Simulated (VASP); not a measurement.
A run of VASP 6.6.1 is set up as follows.

The input INCAR:

```
SYSTEM = MgSe
ALGO = Normal ; EDIFF = 1E-6
ENCUT = 520 ; GGA = PS
ISIF = 2 ; ISMEAR = 0
LASPH = .True. ; LCHARG = .False.
LREAL = .False. ; LWAVE = .False.
NBANDS = 11 ; NELM = 60
PREC = Accurate ; SIGMA = 0.05
```

File KPOINTS:

```
k-points
0
Gamma
  8 8 8
  0 0 0
```

POSCAR

```
MgSe
1.0
    0.0000000000      2.7936375000      2.8617750000
    2.7936375000      0.0000000000      2.8617750000
    2.7936375000      2.7936375000      0.0000000000
Mg Se
1 1
Direct
    0.0000000000      0.0000000000      0.0000000000
    0.5000000000      0.5000000000      0.5000000000
```

Potentials or basis: VASP PAW PBE potentials, release 64 (Mg, Se).

The run is started by

```bash
$ cat potpaw_PBE.64/Mg/POTCAR potpaw_PBE.64/Se/POTCAR > POTCAR
$ mpirun -np 1 vasp_std > vasp.out
```

Question: Estimate the band gap on the k mesh.

Answer: 1.50 eV, indirect (least direct gap 1.82 eV).

Question: What does it give for the pressure?

Answer: -5.2 GPa.

Stress tensor (GPa, compression positive):
```
-4.85  0.00  0.00
 0.00 -4.85  0.00
 0.00  0.00 -6.04
```

Caveat: the PAW data sets were made with another functional, which shifts forces and pressure a little. A k mesh can miss the band edges.
